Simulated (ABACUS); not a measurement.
# Ta (Im-3m) in ABACUS: a series of runs

Runs on Ta. Level: PBE. Tasks: equation of state.

Everything below comes from runs of ABACUS 3.10.1. Logs are shortened: lines on timing, memory, paths and dates and some standing lists are left out, and cuts for length are marked.

### 1 Starting point

The structure is cubic, space group Im-3m (No. 229). Conventional cell: a = 3.303 Å, b = 3.303 Å, c = 3.303 Å, α = 90.00°, β = 90.00°, γ = 90.00°. Ta (site symmetry m-3m) is surrounded by 8 Ta at 2.86 Å.

### 2 Equation of state, PBE, 16.93 Å³/atom (volume scaled by 0.94)

Contents of INPUT:

```
INPUT_PARAMETERS
suffix              Ta
calculation         scf
basis_type          lcao
pseudo_dir          ./
orbital_dir         ./
symmetry            1
dft_functional      pbe
ecutwfc             100
pseudo_rcut         10
nspin               1
nbands              10
ks_solver           genelpa
smearing_method     fd
smearing_sigma      0.00367493
scf_thr             1e-07
scf_nmax            100
mixing_type         broyden
mixing_beta         0.7
cal_force           1
cal_stress          1
out_mul             1
```

Contents of STRU:

```
ATOMIC_SPECIES
Ta 180.9479 Ta.upf

NUMERICAL_ORBITAL
Ta_confined-atom_7au_2s1p1d.orb

LATTICE_CONSTANT
1.8897261246

LATTICE_VECTORS
-1.6175709496 1.6175709496 1.6175709496
1.6175709496 -1.6175709496 1.6175709496
1.6175709496 1.6175709496 -1.6175709496

ATOMIC_POSITIONS
Direct

Ta
0.0
1
0.0000000000 0.0000000000 0.0000000000 1 1 1
```

Contents of KPT:

```
K_POINTS
0
Gamma
11 11 11 0 0 0
```

Potentials or basis: PseudoDojo NC SR 0.4.1 PBE standard, SZ LCAO (the cutoffs set its grid).

The run is started by

```bash
OMP_NUM_THREADS=1 mpirun -np 4 abacus > log
```

running log:

```text
ABACUS v3.10.1

               Atomic-orbital Based Ab-initio Computation at UStc

 ------------------------------------------------------------------------------------

 READING GENERAL INFORMATION
                           global_out_dir = OUT.Ta/
                           global_in_card = INPUT
                               pseudo_dir = ./
                              orbital_dir = ./
                                    DSIZE = 4
                                    GSIZE = 1

 READING UNITCELL INFORMATION
                                    ntype = 1
                  lattice constant (Bohr) = 1.88973
              lattice constant (Angstrom) = 1

 READING ATOM TYPE 1
                               atom label = Ta
                      L=0, number of zeta = 2
                      L=1, number of zeta = 1
                      L=2, number of zeta = 1
             number of atom for this type = 1

                        TOTAL ATOM NUMBER = 1
DIRECT COORDINATES
    atom                   x                   y                   z     mag                  vx                  vy                  vz
taud_Ta1            0.0000000000        0.0000000000        0.0000000000  0.0000        0.0000000000        0.0000000000        0.0000000000

                          Volume (Bohr^3) = 114.247
                             Volume (A^3) = 16.9297

 Lattice vectors: (Cartesian coordinate: in unit of a_0)
             -1.61757            +1.61757            +1.61757
             +1.61757            -1.61757            +1.61757
             +1.61757            +1.61757            -1.61757
 Reciprocal vectors: (Cartesian coordinate: in unit of 2 pi/a_0)
                   +0           +0.309105           +0.309105
            +0.309105                  +0           +0.309105
            +0.309105           +0.309105                  +0
 The esolver type has been set to : ksdft_lcao

                PAO radial cut off (Bohr) = 10

 Read in pseudopotential file is Ta.upf
                     pseudopotential type = NC
          exchange-correlation functional = PBE
                 nonlocal core correction = 1
                        valence electrons = 13
                                     lmax = 3
                           number of zeta = 4
                     number of projectors = 8
                           L of projector = 0
                           L of projector = 0
                           L of projector = 1
                           L of projector = 1
                           L of projector = 2
                           L of projector = 2
                           L of projector = 3
                           L of projector = 3
     initial pseudo atomic orbital number = 10

 SETUP THE ELECTRONS NUMBER
            electron number of element Ta = 13
      total electron number of element Ta = 13
            AUTOSET number of electrons:  = 13
                           occupied bands = 7
                                   NLOCAL = 10
                                   NBANDS = 10
                                   NBANDS = 10
                                   NLOCAL = 10

%%%%%%%%%%%%%%%%%%%%%%%%%%%%%%%%%%%%%%%%%%%%%%%%%%%%%%%%%%%%%%%%%%%%%%%%%%%%%%%%%%%%%%%%%%%%%%%%%%%%%%%%%%
 Warning: the number of valence electrons in pseudopotential > 5 for Ta: [Xe] 4f14 5d3 6s2
 Pseudopotentials with additional electrons can yield (more) accurate outcomes, but may be less efficient.
 If you're confident that your chosen pseudopotential is appropriate, you can safely ignore this warning.
%%%%%%%%%%%%%%%%%%%%%%%%%%%%%%%%%%%%%%%%%%%%%%%%%%%%%%%%%%%%%%%%%%%%%%%%%%%%%%%%%%%%%%%%%%%%%%%%%%%%%%%%%%

 SETUP THE PLANE WAVE BASIS
 energy cutoff for charge/potential (unit:Ry) = 400
            fft grid for charge/potential = [ 36, 36, 36 ]
                        fft grid division = [ 3, 3, 3 ]
        big fft grid for charge/potential = [ 12, 12, 12 ]
                                     nbxx = 432
                                     nrxx = 11664

 SETUP PLANE WAVES FOR CHARGE/POTENTIAL
                    number of plane waves = 15587
                         number of sticks = 841

 PARALLEL PW FOR CHARGE/POTENTIAL
     PROC   COLUMNS(POT)             PW
        1            210           3897
        2            210           3896
        3            210           3896
        4            211           3898
 --------------- sum -------------------
        4            841          15587
                            number of |g| = 174
                                  max |g| = 36.1165
                                  min |g| = 0

[... 46 lines left out ...]
(for k-lattice: )
                             BRAVAIS TYPE = 3
                     BRAVAIS LATTICE NAME = 03. Cubic F (face-centered)
                                    ibrav = 3
                       right hand lattice = 1
                        ROTATION MATRICES = 48
                               nkstot_ibz = 56
K-POINTS REDUCTION ACCORDING TO SYMMETRY
     IBZ    DIRECT_X    DIRECT_Y    DIRECT_Z  WEIGHT  ibz2bz
       1  0.00000000  0.00000000  0.00000000  0.0008       0
       2 -0.09090909  0.09090909  0.00000000  0.0090       1
       3 -0.18181818  0.18181818  0.00000000  0.0090       2
       4 -0.27272727  0.27272727  0.00000000  0.0090       3
       5 -0.36363636  0.36363636  0.00000000  0.0090       4
       6 -0.45454545  0.45454545  0.00000000  0.0090       5
[... 22 lines left out ...]
      29 -0.36363636  0.09090909  0.36363636  0.0180     172
      30 -0.36363636  0.27272727  0.18181818  0.0361     173
[... 26 further k points ...]

                               nkstot now = 56
[... K-POINTS DIRECT COORDINATES: 56 rows ...]

           k-point number in this process = 56
       minimum distributed K point number = 56
[... stars of the k points ...]

[... K-POINTS CARTESIAN COORDINATES: 56 rows ...]

[... K-POINTS DIRECT COORDINATES: 56 rows ...]

 SETUP PLANE WAVES FOR WAVE FUNCTIONS
     energy cutoff for wavefunc (unit:Ry) = 100
              fft grid for wave functions = [ 36, 36, 36 ]
                    number of plane waves = 3043
                         number of sticks = 281

 PARALLEL PW FOR WAVE FUNCTIONS
     PROC   COLUMNS(POT)             PW
        1             70            760
        2             70            760
        3             71            762
        4             70            761
 --------------- sum -------------------
        4            281           3043

 SET NONLOCAL PSEUDOPOTENTIAL PROJECTORS
 max number of nonlocal projetors among all species is 8

 -------------------------------------------
 SELF-CONSISTENT
 -------------------------------------------

 SETUP SEARCHING RADIUS FOR PROGRAM TO SEARCH ADJACENT ATOMS
                  longest orb rcut (Bohr) = 7
   longest nonlocal projector rcut (Bohr) = 2.3
                     search radius (Bohr) = 18.6
              searching radius is (Bohr)) = 18.6
         searching radius unit is (Bohr)) = 1.89
                         PeriodicBoundary = 1
                        Radius(unit:lat0) = 9.84
                                   glayer = [ 6, 6, 6 ]
                             glayer_minus = [ 5, 5, 5 ]

Find the coordinate range of the input atom(unit:lat0).
                                  min_tau = [ -24.3, -24.3, -24.3 ]
                                  max_tau = [ 24.3, 24.3, 24.3 ]
                                BoxNumber = [ 11, 11, 11 ]

 SETUP EXTENDED REAL SPACE GRID FOR GRID INTEGRATION
                          real space grid = [ 36, 36, 36 ]
                 big cell numbers in grid = [ 12, 12, 12 ]
             meshcell numbers in big cell = [ 3, 3, 3 ]
                        extended fft grid = [ 20, 20, 20 ]
                dimension of extened grid = [ 53, 53, 53 ]
                            UnitCellTotal = 125
              Atom number in sub-FFT-grid = 1
    Local orbitals number in sub-FFT-grid = 10
                                ParaV.nnr = 3725
                                 init_chg = atomic

 LCAO ALGORITHM --------------- ION=   1  ELEC=   1--------------------------------

 Density error is 0.0185760850807
----------------------------------------------------------
     Energy           Rydberg                 eV
----------------------------------------------------------
 E_KohnSham     -130.1229770141      -1770.4139281142
 E_Harris       -130.0006433753      -1768.7494935695
 E_Fermi        1.5073597362         20.5086813486
----------------------------------------------------------
[... 47 lines left out ...]
 Density error is 3.27874907994e-08
----------------------------------------------------------
     Energy           Rydberg                 eV
----------------------------------------------------------
 E_KohnSham     -130.1229487060      -1770.4135429634
 E_KS(sigma->0) -130.1226751373      -1770.4098208709
 E_Harris       -130.1229486688      -1770.4135424572
 E_band         -5.6644058653        -77.0681955529
 E_one_elec     -14.3612955140       -195.3954496519
 E_Hartree      14.7035996929        200.0527369346
 E_xc           -29.8632144169       -406.3098766661
 E_Ewald        -100.6014913307      -1368.7535093949
 E_entropy(-TS) -0.0005471373        -0.0074441851
 E_descf        0.0000000000         0.0000000000
 E_exx          0.0000000000         0.0000000000
 E_Fermi        1.5140489451         20.5996927049
----------------------------------------------------------

 charge density convergence is achieved
 final etot is -1770.413543 eV
 EFERMI = 20.599692705 eV

 STATE ENERGY(eV) AND OCCUPATIONS    NSPIN == 1
 1/56 kpoint (Cartesian) = 0.0000 0.0000 0.0000 (488 pws)
       1       -45.9501     0.00150263
       2       -11.9494     0.00150263
       3       -11.9494     0.00150263
       4       -11.9494     0.00150263
       5        11.7023     0.00150263
       6        21.0303    2.73150e-07
       7        21.0303    2.73150e-07
       8        21.0303    2.73150e-07
       9        24.6832    5.10910e-39
      10        24.6832    5.10910e-39
[... 49 lines left out ...]
 6/56 kpoint (Cartesian) = 0.14050 -0.14050 0.0000 (503 pws)
       1       -45.7919      0.0180316
       2       -13.4026      0.0180316
       3       -12.4108      0.0180316
       4       -11.9613      0.0180316
       5        15.3145      0.0180316
       6        18.4637      0.0180316
       7        24.4994    2.41666e-36
       8        25.6793    1.36612e-46
       9        28.7287    4.45049e-73
      10        29.9883    5.09716e-84

[... levels at 50 further k points ...]

 correction force for each atom along direction 1 is 5.14518e-16
 correction force for each atom along direction 2 is -6.46000e-16
 correction force for each atom along direction 3 is -1.93421e-14
------------------------------------------------------------------------------------------
 TOTAL-FORCE (eV/Angstrom)
------------------------------------------------------------------------------------------
                       Ta1         0.0000000000         0.0000000000         0.0000000000
------------------------------------------------------------------------------------------

----------------------------------------------------------------
 TOTAL-STRESS (KBAR)
----------------------------------------------------------------
        50.7671256938        -0.0000000000        -0.0000000000
         0.0000000000        50.7671256938         0.0000000000
        -0.0000000000         0.0000000000        50.7671256938
----------------------------------------------------------------
 TOTAL-PRESSURE: 50.767126 KBAR

 --------------------------------------------
 !FINAL_ETOT_IS -1770.4135429634279717 eV
 --------------------------------------------
```

Run time: 1.3 s. Hardware: 4 MPI ranks of Intel Xeon at 2.80GHz (Skylake/Cascade Lake), shared host; peak memory 0.36 GiB.

These settings aren't checked as converged: the numbers below hold their error.

What came out:

```yaml
Free_energy: -1770.4135 eV
Pressure: 5.1 GPa
Band_gap_on_the_k_mesh: none (metal or under the smearing width)
```

Caveat: the atomic orbitals were generated for these runs and aren't a published set; the basis of atomic orbitals isn't converged, which shifts pressures, moduli and gaps.

### 3 Equation of state, PBE, 17.29 Å³/atom (volume scaled by 0.96)

INPUT is that of step 2.

Contents of STRU:

```
ATOMIC_SPECIES
Ta 180.9479 Ta.upf

NUMERICAL_ORBITAL
Ta_confined-atom_7au_2s1p1d.orb

LATTICE_CONSTANT
1.8897261246

LATTICE_VECTORS
-1.6289626696 1.6289626696 1.6289626696
1.6289626696 -1.6289626696 1.6289626696
1.6289626696 1.6289626696 -1.6289626696

ATOMIC_POSITIONS
Direct

Ta
0.0
1
0.0000000000 0.0000000000 0.0000000000 1 1 1
```

KPT is that of step 2.

Potentials or basis: PseudoDojo NC SR 0.4.1 PBE standard, SZ LCAO (the cutoffs set its grid).

The run is started by

```bash
OMP_NUM_THREADS=1 mpirun -np 4 abacus > log
```

It took 1.3 s on 4 MPI ranks of Intel Xeon at 2.80GHz (Skylake/Cascade Lake), shared host; peak memory 0.36 GiB.

The run converged, but some of its settings lie outside the range that counts as converged, so its numbers aren't taken as properties of the crystal.

What came out:

```
Free energy            : -1770.4184 eV
Pressure               : -0.7 GPa
Band gap on the k mesh : none (metal or under the smearing width)
```

Caveat: the atomic orbitals were generated for these runs and aren't a published set; the basis of atomic orbitals isn't converged, which shifts pressures, moduli and gaps.

### 4 Equation of state, PBE, 17.65 Å³/atom (volume scaled by 0.98)

INPUT is that of step 3.

Contents of STRU:

```
ATOMIC_SPECIES
Ta 180.9479 Ta.upf

NUMERICAL_ORBITAL
Ta_confined-atom_7au_2s1p1d.orb

LATTICE_CONSTANT
1.8897261246

LATTICE_VECTORS
-1.6401972500 1.6401972500 1.6401972500
1.6401972500 -1.6401972500 1.6401972500
1.6401972500 1.6401972500 -1.6401972500

ATOMIC_POSITIONS
Direct

Ta
0.0
1
0.0000000000 0.0000000000 0.0000000000 1 1 1
```

KPT is that of step 3.

The run is started by

```bash
OMP_NUM_THREADS=1 mpirun -np 4 abacus > log
```

Wall time 1.2 s (4 MPI ranks of Intel Xeon at 2.80GHz (Skylake/Cascade Lake), shared host); peak memory 0.36 GiB.

The run converged, but some of its settings lie outside the range that counts as converged, so its numbers aren't taken as properties of the crystal.

What came out:

```
Free energy            : -1770.4110 eV
Pressure               : -5.8 GPa
Band gap on the k mesh : none (metal or under the smearing width)
```

Caveat: the atomic orbitals were generated for these runs and aren't a published set; the basis of atomic orbitals isn't converged, which shifts pressures, moduli and gaps.

### 5 Equation of state, PBE, 18.01 Å³/atom

INPUT is that of step 4.

Contents of STRU:

```
ATOMIC_SPECIES
Ta 180.9479 Ta.upf

NUMERICAL_ORBITAL
Ta_confined-atom_7au_2s1p1d.orb

LATTICE_CONSTANT
1.8897261246

LATTICE_VECTORS
-1.6512800000 1.6512800000 1.6512800000
1.6512800000 -1.6512800000 1.6512800000
1.6512800000 1.6512800000 -1.6512800000

ATOMIC_POSITIONS
Direct

Ta
0.0
1
0.0000000000 0.0000000000 0.0000000000 1 1 1
```

KPT is that of step 4.

The run is started by

```bash
OMP_NUM_THREADS=1 mpirun -np 4 abacus > log
```

Wall time 1.3 s (4 MPI ranks of Intel Xeon at 2.80GHz (Skylake/Cascade Lake), shared host); peak memory 0.36 GiB.

The run converged, but some of its settings lie outside the range that counts as converged, so its numbers aren't taken as properties of the crystal.

Results:

```
Free energy            : -1770.3927 eV
Pressure               : -10.4 GPa
Band gap on the k mesh : none (metal or under the smearing width)
```

Caveat: the atomic orbitals were generated for these runs and aren't a published set; the basis of atomic orbitals isn't converged, which shifts pressures, moduli and gaps.

### 6 Equation of state, PBE, 18.37 Å³/atom (volume scaled by 1.02)

INPUT is that of step 5.

Contents of STRU:

```
ATOMIC_SPECIES
Ta 180.9479 Ta.upf

NUMERICAL_ORBITAL
Ta_confined-atom_7au_2s1p1d.orb

LATTICE_CONSTANT
1.8897261246

LATTICE_VECTORS
-1.6622159478 1.6622159478 1.6622159478
1.6622159478 -1.6622159478 1.6622159478
1.6622159478 1.6622159478 -1.6622159478

ATOMIC_POSITIONS
Direct

Ta
0.0
1
0.0000000000 0.0000000000 0.0000000000 1 1 1
```

KPT is that of step 5.

Potentials or basis: PseudoDojo NC SR 0.4.1 PBE standard, SZ LCAO (the cutoffs set its grid).

The run is started by

```bash
OMP_NUM_THREADS=1 mpirun -np 4 abacus > log
```

It took 1.2 s on 4 MPI ranks of Intel Xeon at 2.80GHz (Skylake/Cascade Lake), shared host; peak memory 0.36 GiB.

The run converged, but some of its settings lie outside the range that counts as converged, so its numbers aren't taken as properties of the crystal.

Results:

| Property | Result |
| --- | --- |
| Free energy | -1770.3646 eV |
| Pressure | -14.5 GPa |
| Band gap on the k mesh | none (metal or under the smearing width) |

Caveat: the atomic orbitals were generated for these runs and aren't a published set; the basis of atomic orbitals isn't converged, which shifts pressures, moduli and gaps.

### 7 Equation of state, PBE, 18.73 Å³/atom (volume scaled by 1.04)

INPUT is that of step 6.

Contents of STRU:

```
ATOMIC_SPECIES
Ta 180.9479 Ta.upf

NUMERICAL_ORBITAL
Ta_confined-atom_7au_2s1p1d.orb

LATTICE_CONSTANT
1.8897261246

LATTICE_VECTORS
-1.6730098603 1.6730098603 1.6730098603
1.6730098603 -1.6730098603 1.6730098603
1.6730098603 1.6730098603 -1.6730098603

ATOMIC_POSITIONS
Direct

Ta
0.0
1
0.0000000000 0.0000000000 0.0000000000 1 1 1
```

KPT is that of step 6.

The run is started by

```bash
OMP_NUM_THREADS=1 mpirun -np 4 abacus > log
```

It took 1.3 s on 4 MPI ranks of Intel Xeon at 2.80GHz (Skylake/Cascade Lake), shared host; peak memory 0.36 GiB.

These settings aren't checked as converged: the numbers below hold their error.

What came out:

```yaml
Free_energy: -1770.3278 eV
Pressure: -18.2 GPa
Band_gap_on_the_k_mesh: none (metal or under the smearing width)
```

Caveat: the atomic orbitals were generated for these runs and aren't a published set; the basis of atomic orbitals isn't converged, which shifts pressures, moduli and gaps.

### 8 Equation of state, PBE, 19.09 Å³/atom (volume scaled by 1.06)

INPUT is that of step 7.

Contents of STRU:

```
ATOMIC_SPECIES
Ta 180.9479 Ta.upf

NUMERICAL_ORBITAL
Ta_confined-atom_7au_2s1p1d.orb

LATTICE_CONSTANT
1.8897261246

LATTICE_VECTORS
-1.6836662614 1.6836662614 1.6836662614
1.6836662614 -1.6836662614 1.6836662614
1.6836662614 1.6836662614 -1.6836662614

ATOMIC_POSITIONS
Direct

Ta
0.0
1
0.0000000000 0.0000000000 0.0000000000 1 1 1
```

KPT is that of step 7.

The run is started by

```bash
OMP_NUM_THREADS=1 mpirun -np 4 abacus > log
```

Wall time 1.2 s (4 MPI ranks of Intel Xeon at 2.80GHz (Skylake/Cascade Lake), shared host); peak memory 0.36 GiB.

The run converged, but some of its settings lie outside the range that counts as converged, so its numbers aren't taken as properties of the crystal.

What came out:

| Property | Result |
| --- | --- |
| Free energy | -1770.2832 eV |
| Pressure | -21.5 GPa |
| Band gap on the k mesh | none (metal or under the smearing width) |

Caveat: the atomic orbitals were generated for these runs and aren't a published set; the basis of atomic orbitals isn't converged, which shifts pressures, moduli and gaps.

### 9 Equation of state, PBE

Potentials or basis: PseudoDojo NC SR 0.4.1 PBE standard, SZ LCAO (the cutoffs set its grid).

No new run: the results of the series are fitted here.

The run converged, but some of its settings lie outside the range that counts as converged, so its numbers aren't taken as properties of the crystal.

What came out:

| Quantity | Value |
| --- | --- |
| Equilibrium volume | 17.25 Å³/atom |
| Bulk modulus | 264 GPa |
| Pressure derivative of the bulk modulus | 4.4 |

Caveat: the atomic orbitals were generated for these runs and aren't a published set; the basis of atomic orbitals isn't converged, which shifts pressures, moduli and gaps.
